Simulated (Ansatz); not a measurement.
**Ga2O3 (C2/m) under strain**

A 10-atom cell of Ga2O3 (C2/m) from a materials database, relaxed with r2SCAN in Ansatz 0.2.0. It is monoclinic, C2/m (No. 12); a = 12.255 Å, b = 3.039 Å, c = 5.808 Å, β = 103.8° in the conventional setting, 10.50 Å³ an atom. Around Ga lie 6 O at 1.94–2.08 Å; around Ga lie 4 O at 1.83–1.87 Å; around O lie 3 Ga at 1.84–1.94 Å; around O lie 4 Ga at 1.87–2.08 Å; around O lie 3 Ga at 1.83–1.94 Å.

The axes x, y and z are those of this cell:
```yaml
crystal:
  lattice:
    - [6.12741, -1.51956, -0.00261]
    - [6.12741, 1.51956, -0.00261]
    - [-1.38364, 0.00000, 5.64108]
  atoms:
    - { symbol: Ga, position: [0.34126, 0.34126, 0.68555] }
    - { symbol: Ga, position: [0.65874, 0.65874, 0.31445] }
    - { symbol: Ga, position: [0.90949, 0.90949, 0.20523] }
    - { symbol: Ga, position: [0.09051, 0.09051, 0.79477] }
    - { symbol: O, position: [0.50370, 0.50370, 0.74375] }
    - { symbol: O, position: [0.49630, 0.49630, 0.25625] }
    - { symbol: O, position: [0.82666, 0.82666, 0.43647] }
    - { symbol: O, position: [0.17334, 0.17334, 0.56353] }
    - { symbol: O, position: [0.16421, 0.16421, 0.10913] }
    - { symbol: O, position: [0.83579, 0.83579, 0.89087] }
```

Unstrained: With PBE the valence top lies at k = (0.448, -0.458, -1/2) and the conduction bottom at Γ, 2.367 eV higher; the smallest vertical gap, at Γ, is 2.394 eV. The r2SCAN gap is indirect, 3.023 eV (k = (0.448, -0.458, -1/2) to Γ), below the direct gap of 3.053 eV at Γ. HSE06 gives an indirect gap of 4.180 eV, from k = (0.448, -0.458, -1/2) to Γ; the least direct gap is 4.197 eV at Γ. Least and direct gap differ so little that the kind isn't settled. Meshes: PBE 8×8×4, r2SCAN 8×8×4, HSE06 6×6×4. Strains are changes of length per length. After each strain the atoms were relaxed again with r2SCAN within the symmetry that the strain leaves, so tilts or polar shifts that break it weren't tested; points keep the names that they have in the unstrained zone. (Simulation; spin polarisation is off.)

Changes of the least gap in eV (an overlap counts as a negative gap):
```tsv
strain	volume change (%)	space group	PBE	r2SCAN	HSE06	energy rise, r2SCAN (meV/atom)
epitaxial -3.0 % in the xy plane, free normal strain +2.15 %	-3.9	C2/m	+0.242	+0.253	+0.239	20.5
epitaxial -2.0 % in the xy plane, free normal strain +1.36 %	-2.6	C2/m	+0.176	+0.184	+0.177	9.3
epitaxial -1.0 % in the xy plane, free normal strain +0.65 %	-1.3	C2/m	+0.094	+0.099	+0.097	2.3
epitaxial +1.0 % in the xy plane, free normal strain -0.60 %	+1.4	C2/m	-0.122	-0.125	-0.140	2.3
epitaxial +2.0 % in the xy plane, free normal strain -1.15 %	+2.8	C2/m	-0.287	-0.298	-0.316	9.3
epitaxial +3.0 % in the xy plane, free normal strain -1.66 %	+4.3	C2/m	-0.462	-0.481	-0.503	20.9
```

Epitaxial -3.0 % in the xy plane, free normal strain +2.15 %. HSE06: the gap goes from 4.180 to 4.419 eV (+0.239 eV); the edges go from (0.448, -0.458, -1/2) → Γ to (0.438, -0.438, -1/2) → Γ. Stress change with r2SCAN, compression positive: xx +7.41, yy +12.92, zz -0.02, xz -0.66 GPa.

Epitaxial -2.0 % in the xy plane, free normal strain +1.36 %. HSE06: the gap goes from 4.180 to 4.357 eV (+0.177 eV); the edges go from (0.448, -0.458, -1/2) → Γ to (0.438, -0.443, -1/2) → Γ. Stress change with r2SCAN, compression positive: xx +5.33, yy +8.66, zz 0.00, xz -0.36 GPa.

Epitaxial -1.0 % in the xy plane, free normal strain +0.65 %. HSE06: the gap goes from 4.180 to 4.277 eV (+0.097 eV); the edges go from (0.448, -0.458, -1/2) → Γ to (0.443, -0.448, -1/2) → Γ. Stress change with r2SCAN, compression positive: xx +2.78, yy +4.32, zz 0.00, xz -0.16 GPa.

Epitaxial +1.0 % in the xy plane, free normal strain -0.60 %. HSE06: the gap goes from 4.180 to 4.040 eV (-0.140 eV); it turns from indirect ((0.448, -0.458, -1/2) → Γ) to direct (Γ); least and direct gap lie within 0.04 eV, so its kind isn't settled. Stress change with r2SCAN, compression positive: xx -2.89, yy -4.25, zz -0.01, xz +0.09 GPa.

Epitaxial +2.0 % in the xy plane, free normal strain -1.15 %. HSE06: the gap goes from 4.180 to 3.864 eV (-0.316 eV); it turns from indirect ((0.448, -0.458, -1/2) → Γ) to direct (Γ); least and direct gap lie within 0.04 eV, so its kind isn't settled. Stress change with r2SCAN, compression positive: xx -5.75, yy -8.36, zz -0.01, xz +0.12 GPa.

Epitaxial +3.0 % in the xy plane, free normal strain -1.66 %. HSE06: the gap goes from 4.180 to 3.677 eV (-0.503 eV); it turns from indirect ((0.448, -0.458, -1/2) → Γ) to direct (Γ); least and direct gap lie within 0.04 eV, so its kind isn't settled. Stress change with r2SCAN, compression positive: xx -8.52, yy -12.31, zz -0.01, xz +0.11 GPa.

Where an edge lies off the special points, it is a point of the mesh or the k point where a search put PBE's edge or least direct gap, reused for the other functionals, whose own edges may lie a little apart.

Coordinates of k points refer to the reciprocal vectors of the primitive cell of the runs.

The meshes of the hybrids are coarse, so their gaps aren't converged to the digits shown.
